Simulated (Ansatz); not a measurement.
# WS2: the cost of one run

Computed with Ansatz 0.2.0 (DFT PBE+D3(BJ), scalar-relativistic, plane waves, PAW, unless a step's input says otherwise).

### 1 The structure to begin with

Symmetry: P-6m2, No. 187, hexagonal system. The conventional cell has a = 3.183 Å, b = 3.183 Å, c = 23.118 Å, α = 90.00°, β = 90.00°, γ = 120.00°. S (site symmetry 3m) has 3 W at 2.41 Å as nearest neighbours. W (site symmetry -6m2) is surrounded by 6 S at 2.41 Å.

As a file:

```cif
data_structure
_symmetry_space_group_name_H-M 'P-6m2'
_symmetry_Int_Tables_number 187
_cell_length_a 3.1832
_cell_length_b 3.1832
_cell_length_c 23.1182
_cell_angle_alpha 90.000
_cell_angle_beta 90.000
_cell_angle_gamma 120.000
_cell_volume 202.87
loop_
_atom_site_label
_atom_site_type_symbol
_atom_site_symmetry_multiplicity
_atom_site_Wyckoff_symbol
_atom_site_fract_x
_atom_site_fract_y
_atom_site_fract_z
_atom_site_occupancy
S1 S 2 h 0.33333 0.66667 0.93256 1
W1 W 1 e 0.66667 0.33333 0.00000 1
```

Free-standing sheet.

### 2 Relaxing the sheet and its cell in the plane

input.yaml reads:

```yaml
crystal:
  lattice:
    - [3.18320856, 0.0, 0.0]
    - [-1.59160428, 2.75673948, 0.0]
    - [0.0, 0.0, 23.1181715324]
  atoms:
    - { symbol: S, position: [0.33333333, 0.66666666, 0.432560161] }
    - { symbol: W, position: [0.66666667, 0.33333334, 0.4999952042] }
    - { symbol: S, position: [0.33333333, 0.66666666, 0.567439839] }
basis:
  ecutwfc: 420.0
  fft_grid_basis: typed
kpoints:
  mp_grid: { grid: [12, 12, 1] }
hamiltonian:
  xc: pbe
  dispersion: d3bj
  pseudopotentials: { kind: paw }
scf:
  occupations: { method: gaussian, width: 0.05 }
output:
  forces: true
  eigenvalues: true
  stress: true
efield:
  axis: 3
  dipole_correction: true
  ramp_width: 0.04
relax:
  adjacent_minimum: "off"
  f_tol: 0.02
  max_steps: 60
  cell: { fix: [c, alpha, beta], stress_tol: 0.05 }
```

The run is started by

```sh
$ ansatz run input.yaml --threads 4 --pin off --max-ram 8847MiB --backend cpu --events-out ev --progress --plain --runs-dir out
```

**Question.** How long does this run take on 4 threads of Arm Neoverse N1, shared host, and how much memory does it need?

About 14 s, with a peak of 0.48 GiB.
